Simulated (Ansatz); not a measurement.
Input and command of a plane-wave DFT calculation in Ansatz:

```yaml
crystal:
  lattice:
    - [0.0, 3.5098802608, 2.9833982217]
    - [3.5098802608, 0.0, 2.9833982217]
    - [3.5098802608, 3.5098802608, 0.0]
  atoms:
    - { symbol: Hg, position: [0.0, 0.0, 0.0] }
    - { symbol: Te, position: [0.75, 0.75, 0.75] }
basis:
  ecutwfc: 420
kpoints:
  mp_grid: { grid: [18, 18, 18] }
hamiltonian:
  xc: pbe
scf:
  occupations: { method: gaussian, width: 0.15 }
output:
  forces: true
  stress: true
  eigenvalues: true
```

```bash
ansatz run input.yaml --threads 1 --pin off --max-ram 2560MiB --backend cpu --events-out ev --progress --plain --runs-dir out
```

Processor: Arm Neoverse V2, 1 thread, on a host shared with other jobs.

Question: Estimate time, memory and problem size.

Answer: About 48 s on 1 thread of Arm Neoverse V2 (shared host), peak memory 0.9 GiB. It solves 22 bands at 480 k points (the mesh reduced by the symmetry that the task leaves, which can be less than the crystal's) with about 1413 plane waves, in 6 SCF iterations.
